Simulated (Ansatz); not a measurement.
# C: relaxation of cell and atoms with PBEsol

Crystal: C.

```
C
1.0
     2.12732   -1.22828    0.00000
     2.12732    1.22828    0.00000
    -1.37907    0.00000    3.50283
C
2
Direct
  0.16664 0.16664 0.99991
  0.83336 0.83336 0.00009
```

This is a stacking variant of graphite.

```json
{
 "Program": "Ansatz 0.2.0",
 "Task": "relaxation of cell and atoms",
 "Functional": "PBEsol",
 "Potentials or basis": "Ansatz PAW",
 "Cutoff": "420 eV (not typed: the program's choice for these potentials)",
 "k mesh": "13 × 13 × 8",
 "Occupations": "fermi-dirac, width 0.05 eV",
 "Spin": "no spin polarisation",
 "Target pressure": "2 GPa",
 "Target pressure (GPa)": "2"
}
```

- Relaxed volume: 8.63 Å³/atom
- Relaxed cell: a = 2.455 Å, b = 2.455 Å, c = 3.599 Å, α = 109.92°, β = 109.92°, γ = 60.00°
- Space group after relaxing (to 0.05 Å): R-3m (No. 166)
- Energy change on relaxing (the enthalpy is what falls): +3.8 meV/atom
- Ionic steps: 9
- Pressure after relaxing: 2.0 GPa
- Band gap on the k mesh: 0.66 eV, direct

The path:
```
step  energy change (eV)  largest force (eV/Å)  volume (Å³)
   1              0.0000                0.0046        18.31
   2              0.0008                0.0035        17.85
   3              0.0040                0.0008        17.38
   4              0.0033                0.0000        17.45
   5              0.0055                0.0002        17.45
   6              0.0066                0.0006        17.30
   7              0.0072                0.0007        17.30
   8              0.0075                0.0003        17.26
   9              0.0076                0.0002        17.26
```

Final structure:
```
C
1.0
     2.12576   -1.22732   -0.01185
     2.12576    1.22732   -0.01185
    -1.39757    0.00000    3.31617
C
2
Direct
  0.16662 0.16662 0.99986
  0.83338 0.83338 0.00014
```

Levels at points of the mesh, in eV from the valence-band top:
```csv
k point,band 1,band 2,band 3,band 4,band 5,band 6,band 7,band 8
"(0.00, 0.00, 0.00)",-19.49,-6.33,-2.71,-2.71,4.36,8.69,8.69,11.75
"(0.00, 0.00, -0.50)",-19.15,-8.49,-2.73,-2.73,8.64,8.64,10.88,11.99
```

Run time: 16 s on 2 threads of Arm Neoverse V2, on a shared host, peak memory 0.35 GiB.

Caveat: odd divisions of the mesh miss points on the zone boundary, where band edges often lie, so the gap on the mesh can be too wide; the plane-wave basis is chosen anew once the cell has moved, so the energies of steps on either side of that aren't comparable; the pressure holds a Pulay correction of +0.6 GPa for the finite cutoff; this functional lacks dispersion, which binds the layers, so the pressure and a relaxed spacing across them are unreliable; the PAW data sets come from PBE, with cores solved anew for the run's functional, which leaves a small shift of forces and pressure. A k mesh can miss the band edges.
